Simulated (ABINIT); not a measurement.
**HfO2: single point with PBEsol**

HfO2:

```
Hf O
1.0
     3.55802    0.00000    0.00000
     0.00000    3.55802    0.00000
     0.00000    0.00000    5.17186
Hf O
2 4
Direct
  0.00000 0.00000 0.00000
  0.50000 0.50000 0.50000
  0.00000 0.50000 0.19721
  0.50000 0.00000 0.30279
  0.50000 0.00000 0.80279
  0.00000 0.50000 0.69721
```

Measurements of this composition are mostly on another form, of space group No. 14.

| Quantity | Value |
| --- | --- |
| Program | ABINIT 10.8.3 (patched build) |
| Task | single point |
| Functional | PBEsol |
| Potentials or basis | JTH PAW PBE v2.0 |
| Cutoff | 626 eV |
| k mesh | 6 × 6 × 4 |
| Occupations | fermi-dirac, width 0.05 eV |
| Spin | no spin polarisation |
| Fine-grid cutoff | 1224.51 eV |
| Exchange and correlation inside the PAW spheres | full angular mesh (pawxcdev 0, this build's default; the released program takes 1) |

```yaml
Pressure: -0.8 GPa
Largest_force: 0.100 eV/Å
Band_gap_on_the_k_mesh: 4.64 eV, indirect (least direct gap 4.72 eV)
Valence_electrons_inside_the_program's_atomic_spheres: Hf 9.53, 9.56; O 4.61
```

Forces on the atoms (eV/Å):
```
Hf   0.000  0.000  0.000
Hf   0.000  0.000  0.000
O    0.000  0.000  0.100
O    0.000  0.000 -0.100
O    0.000  0.000 -0.100
O    0.000  0.000  0.100
```

Stress tensor (GPa, compression positive):
```
-0.56  0.00  0.00
 0.00 -0.56  0.00
 0.00  0.00 -1.36
```

Levels at points of the mesh, in eV from the valence-band top:
| k point | band 20 | band 21 | band 22 | band 23 | band 24 | band 25 | band 26 | band 27 | band 28 | band 29 |
| --- | --- | --- | --- | --- | --- | --- | --- | --- | --- | --- |
| (0.00, 0.00, 0.00) | -1.30 | -0.71 | -0.12 | -0.08 | -0.08 | 4.64 | 4.67 | 5.92 | 6.16 | 6.40 |
| (0.50, 0.00, 0.00) | -2.21 | -1.45 | -1.45 | -0.13 | -0.13 | 5.07 | 5.07 | 6.13 | 6.13 | 7.46 |
| (0.50, 0.50, 0.00) | -1.07 | -0.80 | -0.80 | -0.55 | -0.55 | 5.71 | 5.71 | 6.11 | 6.11 | 7.30 |
| (0.00, 0.00, 0.50) | -2.76 | -0.62 | -0.62 | 0.00 | 0.00 | 5.34 | 5.34 | 5.65 | 5.65 | 8.57 |
| (0.50, 0.00, 0.50) | -1.94 | -1.40 | -1.40 | -0.96 | -0.96 | 5.21 | 5.21 | 5.59 | 5.59 | 7.53 |
| (0.50, 0.50, 0.50) | -1.94 | -1.43 | -1.43 | -0.04 | -0.04 | 5.95 | 5.95 | 6.27 | 6.27 | 7.42 |

It took 120 s on 1 thread of Arm Neoverse V1 (shared host), peak memory 0.2 GiB.

Caveat: the PAW data sets were made with another functional, which shifts forces and pressure a little; spin-orbit coupling is left out, which moves the levels of the heavy elements. A k mesh can miss the band edges.
